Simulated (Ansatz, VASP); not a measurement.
**Be in VASP and in Ansatz**

```
CELL_PARAMETERS angstrom
2.28530 0.00000 0.00000
-1.14265 1.97913 0.00000
0.00000 0.00000 3.58420
ATOMIC_POSITIONS crystal
Be 0.31333 0.65667 0.23500
Be 0.68667 0.34333 0.76500
```

Change from the starting cell: shortest bond scaled by 0.94, LAPW.

Alike in both runs: task single point; functional PBE; k mesh 15 × 15 × 8; occupations fermi-dirac, width 0.05 eV; no spin polarisation.

|  | VASP | Ansatz |
| --- | --- | --- |
| version | VASP 6.6.1 | Ansatz 0.2.0 |
| potentials or method | VASP PAW PBE potentials, release 64 (Be), cutoff 520 eV | all-electron LAPW, scalar-relativistic |

```tsv
	VASP	Ansatz	Ansatz less VASP
pressure (GPa)	-1.7	-1.8	-0.16
largest component of the traceless stress (GPa)	2.92	2.90	-0.020
rms of the force components (eV/Å)	0.514	0.509	-0.0051
```

Atom by atom the forces differ by 0.005 eV/Å (rms over components). Ansatz ran all-electron here, so the differences hold the error of VASP's frozen core and of both bases.
